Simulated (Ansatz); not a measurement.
## Dielectric function and optical constants of HfO2: ground state and bands

Ansatz 0.2.0; DFT, PBE, plane-wave PAW, default files, scalar-relativistic, ground state.

The self-consistent density comes first; it also tells whether there is a gap, which decides the occupations and the need for a Drude term.

Input file input.yaml:

```yaml
crystal:
  lattice:
    - [0.0, 2.5575, 2.5575]
    - [2.5575, 0.0, 2.5575]
    - [2.5575, 2.5575, 0.0]
  atoms:
    - { symbol: Hf, position: [0.0, 0.0, 0.0] }
    - { symbol: O, position: [0.75, 0.75, 0.75] }
    - { symbol: O, position: [0.25, 0.25, 0.25] }
kpoints:
  mp_grid: { grid: [8, 8, 8] }
  band_path:
    path:
      - [[0.0, 0.0, 0.0], [0.5, 0.0, 0.5], [0.5, 0.25, 0.75], [0.375, 0.375, 0.75], [0.0, 0.0, 0.0], [0.5, 0.5, 0.5], [0.625, 0.25, 0.625], [0.5, 0.25, 0.75], [0.5, 0.5, 0.5], [0.375, 0.375, 0.75]]
      - [[0.625, 0.25, 0.625], [0.5, 0.0, 0.5]]
    npoints: 6
scf:
  occupations: { method: fermi_dirac, width: 0.05 }
  n_extra_bands: 7
hamiltonian:
  xc: pbe
  pseudopotentials: { kind: paw }
output:
  forces: true
  stress: true
  populations: true
  write_bands: true
  write_density: true
  write_potential: true
  elf: true
  volumetric_format: npy
```

Started as:

```sh
$ ansatz run input.yaml --threads 4 --pin off --max-ram 8192MiB --backend cpu --events-out ev --progress --plain --runs-dir out
```

**Question.** What does this run give for the electronic bands?

The 38 valence electrons fill 19 bands exactly, which allows a gap.

Electrostatic potential energy in the ac plane of a cell with a along [110], b along [-110] and c along [001] of the cube at fractional y = 0.000, with atoms of Hf and O within 0.2 Å of it. With pseudopotentials it is smooth inside the atoms' cores, unlike the true potential.

Valence density in the ac plane of a cell with a along [110], b along [-110] and c along [001] of the cube at fractional y = 0.000, with atoms of Hf and O within 0.2 Å of it. It is the smooth field of the valence electrons, not physical close to the nuclei.

Numbers from this step:

- gap on the k-mesh: 3.720 eV
- volume: 33.46 Å³
- gap on the path: 3.720 eV
- least direct gap on the path: 3.720 eV

Electronic bands along the path, in eV, zero at the Fermi level; v1 is the highest filled band, c1 the lowest empty one:

| point | v4 | v3 | v2 | v1 | c1 | c2 | c3 | c4 |
| --- | --- | --- | --- | --- | --- | --- | --- | --- |
| Γ | -7.10 | -2.48 | -2.48 | -2.48 | 1.95 | 1.95 | 3.71 | 8.24 |
| halfway | -5.85 | -4.86 | -2.57 | -2.57 | 2.52 | 2.65 | 6.12 | 6.70 |
| X | -5.28 | -3.40 | -3.40 | -1.87 | 1.85 | 3.51 | 4.54 | 6.07 |
| halfway | -5.04 | -3.71 | -3.34 | -1.97 | 2.26 | 3.44 | 4.63 | 5.63 |
| W | -4.40 | -4.40 | -3.27 | -2.07 | 2.85 | 3.17 | 4.99 | 4.99 |
| halfway | -4.81 | -4.15 | -3.22 | -2.15 | 2.57 | 3.33 | 4.85 | 5.30 |
| K | -5.16 | -4.08 | -3.20 | -2.20 | 2.37 | 3.43 | 4.83 | 5.45 |
| halfway | -4.99 | -4.69 | -4.08 | -2.49 | 2.42 | 3.05 | 5.18 | 6.34 |
| Γ | -7.10 | -2.48 | -2.48 | -2.48 | 1.95 | 1.95 | 3.71 | 8.24 |
| halfway | -5.74 | -3.84 | -3.26 | -3.26 | 2.63 | 2.63 | 4.99 | 7.08 |
| L | -4.92 | -4.54 | -3.68 | -3.68 | 2.65 | 2.65 | 4.88 | 7.06 |
| halfway | -5.69 | -3.95 | -3.51 | -3.14 | 2.57 | 3.02 | 4.89 | 6.16 |
| U | -5.16 | -4.08 | -3.20 | -2.20 | 2.37 | 3.43 | 4.83 | 5.45 |
| halfway | -4.81 | -4.15 | -3.22 | -2.15 | 2.57 | 3.33 | 4.85 | 5.30 |
| W | -4.40 | -4.40 | -3.27 | -2.07 | 2.85 | 3.17 | 4.99 | 4.99 |
| halfway | -5.32 | -4.06 | -3.19 | -3.15 | 2.64 | 3.03 | 4.90 | 5.99 |
| L | -4.92 | -4.54 | -3.68 | -3.68 | 2.65 | 2.65 | 4.88 | 7.06 |
| halfway | -5.69 | -3.95 | -3.51 | -3.14 | 2.57 | 3.02 | 4.89 | 6.16 |
| K | -5.16 | -4.08 | -3.20 | -2.20 | 2.37 | 3.43 | 4.83 | 5.45 |
| jump to U | -5.16 | -4.08 | -3.20 | -2.20 | 2.37 | 3.43 | 4.83 | 5.45 |
| halfway | -5.26 | -3.59 | -3.35 | -1.94 | 2.06 | 3.48 | 4.59 | 5.82 |
| X | -5.28 | -3.40 | -3.40 | -1.87 | 1.85 | 3.51 | 4.54 | 6.07 |

Values in eV, 8 rows by 16 columns, each cell a mean:
```
-23 -15   7  14  14  12  -7 -23 -23 -15   7  14  14  12  -7 -23
  2   9   9 -19 -23   0  12   4   2   9   9 -19 -23   0  12   4
 18  19  15 -10 -16   7  19  18  18  19  15 -10 -16   7  19  18
 20  20  19  18  18  19  20  20  20  20  19  18  18  19  20  20
 20  20  19  16  14  19  20  20  20  20  19  16  14  19  20  20
 16  18  12 -18 -23   1  18  16  16  18  12 -18 -23   1  18  16
 -7   4  10 -11 -16   4   8  -4  -7   4  10 -11 -16   4   8  -4
-22 -19   5  16  17  11 -11 -23 -22 -19   5  16  17  11 -11 -23
```

Values in e/Å³, 8 rows by 16 columns, each cell a mean:
```
16  5  1  1  1  0  2 12 16  5  1  1  1  0  2 12
 1  0  1  4  5  2  0  1  1  0  1  4  5  2  0  1
 0  0  1  3  4  1  0  0  0  0  1  3  4  1  0  0
 0  0  0  0  0  0  0  0  0  0  0  0  0  0  0  0
 0  0  0  1  1  0  0  0  0  0  0  1  1  0  0  0
 0  0  1  4  5  2  0  0  0  0  1  4  5  2  0  0
 2  1  1  3  4  1  1  2  2  1  1  3  4  1  1  2
22  7  1  0  0  0  3 17 22  7  1  0  0  0  3 17
```

[Logs are printed without paths, hosts, clocks, repeated set-up lines and the standing remarks that a program may print on its own settings, such as how far it seeks lower states.]

[Hosts, paths, dates, database ids (printed as entryN), source tags and the programs' standing remarks are cut or masked in the printed files.]
